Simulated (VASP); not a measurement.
# Se (Pm-3m) in VASP: notebook

The runs below take Se through single point, with PBE.

Program: VASP 6.6.1. These are calculated values, not measurements. Logs are shortened: lines on timing, memory, paths and dates and some standing lists are left out, and cuts for length are marked.

**1. Starting point**

Symmetry: Pm-3m, No. 221, cubic system. The conventional cell has a = 2.811 Å, b = 2.811 Å, c = 2.811 Å, α = 90.00°, β = 90.00°, γ = 90.00°. Se (site symmetry m-3m) is surrounded by 6 Se at 2.81 Å.

This isn't the form of Se at room conditions, which is trigonal, of chains.

**2. Single point, PBE**

The input, INCAR:

```
ADDGRID = F
ALGO = Normal
EDIFF = 0.01
ENCUT = 460
GGA = PE
ISIF = 2
ISMEAR = 0
LASPH = T
LCHARG = F
LREAL = F
LWAVE = F
NELM = 100
PREC = Accurate
SIGMA = 0.05
```

The input, KPOINTS:

```
k-points
0
Gamma
  5 5 5
```

The input, POSCAR:

```
Se
1.0
    2.8105630200      0.0000000000      0.0000000000
    0.0000000000      2.8105630200      0.0000000000
    0.0000000000      0.0000000000      2.8105630200
Se
1
Direct
    0.0000000000      0.0000000000      0.0000000000
```

Potentials or basis: VASP PAW PBE potentials, release 64 (Se).

Command:

```console
$ cat potpaw_PBE.64/Se/POTCAR > POTCAR
$ mpirun -np 1 vasp_std > vasp.out
```

OUTCAR:

```text
EDIFF = 0.01
   ENCUT = 460
   GGA = PE
   ISIF = 2
   ISMEAR = 0
   LASPH = T
   LREAL = F
   NELM = 100
   PREC = Accurate

 Found     10 irreducible k-points:

 Following reciprocal coordinates:
            Coordinates               Weight
  0.000000  0.000000  0.000000      1.000000
  0.200000  0.000000  0.000000      6.000000
  0.400000  0.000000  0.000000      6.000000
  0.200000  0.200000  0.000000     12.000000
  0.400000  0.200000  0.000000     24.000000
  0.400000  0.400000  0.000000     12.000000
   k-points           NKPTS =     10   k-points in BZ     NKDIM =     10   number of bands    NBANDS=      7
   number of dos      NEDOS =    301   number of ions     NIONS =      1
   total plane-waves  NPLWV =   8000
   dimension x,y,z NGX =    20 NGY =   20 NGZ =   20
   dimension x,y,z NGXF=    40 NGYF=   40 NGZF=   40
   ions per type =               1
   NGX,Y,Z   is equivalent  to a cutoff of  11.83, 11.83, 11.83 a.u.
   NGXF,Y,Z  is equivalent  to a cutoff of  23.66, 23.66, 23.66 a.u.
 SYSTEM =  unknown system
   PREC   = accura    normal or accurate (medium, high low for compatibility)
   ISTART =      0    job   : 0-new  1-cont  2-samecut
   ICHARG =      2    charge: 1-file 2-atom 10-const
   ISPIN  =      1    spin polarized calculation?
   LNONCOLLINEAR =      F non collinear calculations
   LSORBIT =      F    spin-orbit coupling
   LASPH  =      T    aspherical Exc in radial PAW
   ENCUT  =  460.0 eV  33.81 Ry    5.81 a.u.   4.92  4.92  4.92*2*pi/ulx,y,z
   NELM   =    100;   NELMIN=  2; NELMDL= -5     # of ELM steps
   EDIFF  = 0.1E-01   stopping-criterion for ELM
   LREAL  =      F    real-space projection
   EDIFFG = 0.1E+00   stopping-criterion for IOM
   NSW    =      0    number of steps for IOM
   IBRION =     -1    ionic relax: 0-MD 1-quasi-New 2-CG
   NFREE  =      0    steps in history (QN), initial steepest desc. (CG)
   ISIF   =      2    stress and relaxation
   ISYM   =      2    0-nonsym 1-usesym 2-fastsym
   POTIM  = 0.5000    time-step for ionic-motion
   TEBEG  =    0.0;   TEEND  =   0.0 temperature during run
   PSTRESS=    0.0 pullay stress
   NELECT =       6.0000    total number of electrons
   NUPDOWN=      -1.0000    fix difference up-down
   EMIN   =  10.00;   EMAX   =-10.00  energy-range for DOS
   EFERMI =   0.00;   METHOD = LEGACY
   ISMEAR =     0;   SIGMA  =   0.05  broadening in eV -4-tet -1-fermi 0-gaus
   EFERMI_NEDOS =   21; number of points for ismear=-14 and -15
   IALGO  =     38    algorithm
   IMIX   =      4    mixing-type and parameters
     AMIX     =   0.40;   BMIX     =  1.00
     AMIX_MAG =   1.60;   BMIX_MAG =  1.00
  volume/ion in A,a.u.               =      22.20       149.82
  Fermi-wavevector in a.u.,A,eV,Ry     =   1.058438  2.000157 15.242472  1.120290
  Thomas-Fermi vector in A             =   2.193747
   LORBIT       =      0    0 simple, 1 ext, 2 COOP (PROOUT), +10 PAW based schemes
   GGA     = PE    functional components
   LHFCALC =     F    Hartree Fock is set to
   AEXX    =    0.0000 exact exchange contribution
   IVDW    =     0    specifies the selected vdW correction
   LEPSILON=     F    determine dielectric tensor
   LRPA    =     F    only Hartree local field effects (RPA)
 non-spin polarized calculation
 Gauss-broadening in eV      SIGMA  =   0.05
  energy-cutoff  :      460.00
  volume of cell :       22.20
 maximum number of plane-waves:       507
 NGX is ok and might be reduce to    20
   NGX =  9   NGY =  9   NGZ =  9

 number of electron       5.9999999 magnetization

 Free energy of the ion-electron system (eV)
  ---------------------------------------------------
  ext. energy  EPLUGINS =         0.00000000
  ---------------------------------------------------
  free energy    TOTEN  =        -3.11223442 eV

  energy without entropy =       -3.11015297  energy(sigma->0) =       -3.11119370

 E-fermi :   4.4020     XC(G=0): -10.0243

 val. band max:        4.3530831860   @ k =   0.4000   0.2000   0.2000
 cond. band min:       4.6408063450   @ k =   0.4000   0.2000   0.2000
 fundamental gap:      0.2877231590
 Fermi energy:         4.4019794123

 k-point     1 :       0.0000    0.0000    0.0000
  band No.  band energies     occupation
      1     -11.2996      2.00000
      2       6.3051      0.00000
      3       6.3051      0.00000
      4       6.3051      0.00000
      5      12.6440      0.00000
      6      12.6440      0.00000
      7      12.8170      0.00000

 k-point     2 :       0.2000    0.0000    0.0000
  band No.  band energies     occupation
      1     -10.7390      2.00000
      2       2.4157      2.00000
      3       6.7365      0.00000
      4       6.7365      0.00000
      5      13.2088      0.00000
      6      13.4504      0.00000
      7      17.6214      0.00000

 k-point     3 :       0.4000    0.0000    0.0000
  band No.  band energies     occupation
      1      -9.4757      2.00000
      2      -1.5507      2.00000
      3       7.5882      0.00000
      4       7.5882      0.00000
      5      14.5116      0.00000
      6      15.4683      0.00000
      7      18.7228      0.00000

 k-point     4 :       0.2000    0.2000    0.0000
  band No.  band energies     occupation
      1     -10.1793      2.00000
      2       2.8866      2.00000
      3       2.9673      2.00000
      4       7.1604      0.00000
      5      13.8927      0.00000
      6      16.1683      0.00000
      7      18.5073      0.00000

 k-point     5 :       0.4000    0.2000    0.0000
  band No.  band energies     occupation
      1      -8.9184      2.00000
      2      -1.0145      2.00000
      3       4.0144      2.00000
      4       7.9926      0.00000
      5      12.8718      0.00000
      6      15.7558      0.00000
      7      19.5434      0.00000

 k-point     6 :       0.4000    0.4000    0.0000
  band No.  band energies     occupation
      1      -7.6609      2.00000
      2       0.1265      2.00000
      3       0.1681      2.00000
      4       8.7751      0.00000
      5       8.9620      0.00000
      6      17.3925      0.00000
      7      20.6964      0.00000

 [... further k-points ...]
[... 5 lines left out ...]
  --------------------------------------------------------------------------------------
  -------------------------------------------------------------------------------------
  Total       -0.1055037     -0.1055037     -0.1055037      0.0000000     -0.0000000      0.0000000
  in kB       -7.6137470     -7.6137470     -7.6137470      0.0000000     -0.0000000      0.0000000
  external PRESSURE =      -7.6137470 kB  Pullay stress =       0.0000000 kB

 VOLUME and BASIS-vectors are now :
 -----------------------------------------------------------------------------
  energy-cutoff  :      460.00
  volume of cell :       22.20
      direct lattice vectors                 reciprocal lattice vectors
     2.810563020  0.000000000  0.000000000     0.355800597  0.000000000  0.000000000
     0.000000000  2.810563020  0.000000000     0.000000000  0.355800597  0.000000000
     0.000000000  0.000000000  2.810563020     0.000000000  0.000000000  0.355800597

 POSITION                                       TOTAL-FORCE (eV/Angst)
 -----------------------------------------------------------------------------------
      0.00000      0.00000      0.00000         0.000000      0.000000      0.000000
 -----------------------------------------------------------------------------------
    total drift:                               -0.000000     -0.000000      0.000000

  FREE ENERGIE OF THE ION-ELECTRON SYSTEM (eV)
  ---------------------------------------------------
  free  energy   TOTEN  =        -3.1122344177 eV

  energy  without entropy=       -3.1101529739  energy(sigma->0) =       -3.11119370
```

Wall time 1.1 s (1 thread of Intel Xeon 6975P-C (Granite Rapids), shared host); peak memory 0.11 GiB.

These settings aren't checked as converged: the numbers below hold their error.

What came out:

* Free energy: -3.1122 eV
* Pressure: -0.8 GPa
* Band gap on the k mesh: none (metal or under the smearing width)

Caveat: the k mesh is coarse (spacing up to 0.45 Å⁻¹), so the values aren't converged.

**3. Single point, PBE**

Changes to INCAR since step 2:

```diff
@@ -2,3 +2,3 @@
 ALGO = Normal
-EDIFF = 0.01
+EDIFF = 0.001
 ENCUT = 460
```

KPOINTS is that of step 2.

POSCAR is that of step 2.

Potentials or basis: VASP PAW PBE potentials, release 64 (Se).

Command:

```console
$ cat potpaw_PBE.64/Se/POTCAR > POTCAR
$ mpirun -np 1 vasp_std > vasp.out
```

It took 1.3 s on 1 thread of Intel Xeon 6975P-C (Granite Rapids), shared host; peak memory 0.11 GiB.

These settings aren't checked as converged: the numbers below hold their error.

Results:

```yaml
Free_energy: -3.1146 eV
Pressure: 0.1 GPa
Band_gap_on_the_k_mesh: none (metal or under the smearing width)
```

Caveat: the k mesh is coarse (spacing up to 0.45 Å⁻¹), so the values aren't converged.

**4. Single point, PBE**

Changes to INCAR since step 3:

```diff
@@ -2,3 +2,3 @@
 ALGO = Normal
-EDIFF = 0.001
+EDIFF = 1E-4
 ENCUT = 460
```

KPOINTS is that of step 3.

POSCAR is that of step 3.

Command:

```console
$ cat potpaw_PBE.64/Se/POTCAR > POTCAR
$ mpirun -np 1 vasp_std > vasp.out
```

Run time: 1.4 s. Hardware: 1 thread of Intel Xeon 6975P-C (Granite Rapids), shared host; peak memory 0.11 GiB.

The run converged, but some of its settings lie outside the range that counts as converged, so its numbers aren't taken as properties of the crystal.

What came out:

```
Free energy            : -3.1146 eV
Pressure               : 0.1 GPa
Band gap on the k mesh : none (metal or under the smearing width)
```

Caveat: the k mesh is coarse (spacing up to 0.45 Å⁻¹), so the values aren't converged.

**5. The reference run**

An earlier run on the cell as given: functional PBE; potentials or basis VASP PAW PBE potentials, release 64 (Se); cutoff 520 eV; k mesh 9 × 9 × 9; occupations fermi-dirac, width 0.05 eV; no spin polarisation.

- Pressure: 2.0 GPa
- Band gap on the k mesh: none (metal or under the smearing width)
